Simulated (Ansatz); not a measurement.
G0W0 run on BaS (Fm-3m)

Computed with G0W0@PBE, full frequency by contour deformation, all-electron datasets in plane waves (scalar-relativistic, Gaussian nuclei) in Ansatz.

The input was:

```json
{
 "crystal": {"lattice": [[0.0, 3.16, 3.16], [3.16, 0.0, 3.16], [3.16, 3.16, 0.0]], "atoms": [{"symbol": "Ba", "position": [0.0, 0.0, 0.0]}, {"symbol": "S", "position": [0.5, 0.5, 0.5]}]},
 "basis": {"precision": "f64", "xc_grid": 2},
 "kpoints": {"mp_grid": {"grid": [4, 4, 4], "shift": [0, 0, 0]}},
 "hamiltonian": {"xc": "pbe", "dispersion": "none", "pseudopotentials": {"kind": "all_electron", "nuclear_model": "gaussian"}},
 "magnetization": {"spin_polarized": false},
 "scf": {"lower_state_search": "off", "max_iter": 200, "occupations": {"method": "fixed"}, "convergence": {"dr2_threshold": "1e-10 eV"}},
 "output": {},
 "gw": {"n_empty_bands": 406, "ecut_chi": 200, "ecutfock_ratio": 1, "qp_bands": ["v1", "c1"], "screening": {"model": "contour_deformation"}}
}
```

Levels count from the highest filled Kohn-Sham level listed; ε_QP = ε_KS + Z(Σ − Vxc). VB is the top filled band, CB the lowest empty one. Points in brackets are given in fractions of the reciprocal vectors. A dash marks a part that wasn't solved. The wave cutoff came out at 3300 eV.

```csv
k,band,ε_KS (eV),Σx − Vxc (eV),Σc (eV),Z,ε_QP (eV)
Γ,VB,0.00,-2.93,1.53,0.76,-1.06
Γ,CB,3.85,4.09,–,–,–
"(0, -0.5, -0.5)",CB,2.15,3.88,-3.57,0.81,2.40
```

The gap (from Γ to k = (0, -0.5, -0.5)) opens from 2.15 eV to 3.46 eV.

Electronic (ion-clamped) dielectric constant on this mesh, from the head of the inverse dielectric matrix: 4.8.

The cell is a model at fixed atoms and needn't be the relaxed known crystal. Spin-orbit coupling is left out. The mesh is coarse, so these are values at the stated settings, not converged ones. Band sums or response are cut, so the gap isn't at its basis limit. The gap is read on the mesh, and the crystal's band edges can lie off it. Meshes this coarse can overestimate the dielectric constant by a tenth and more.
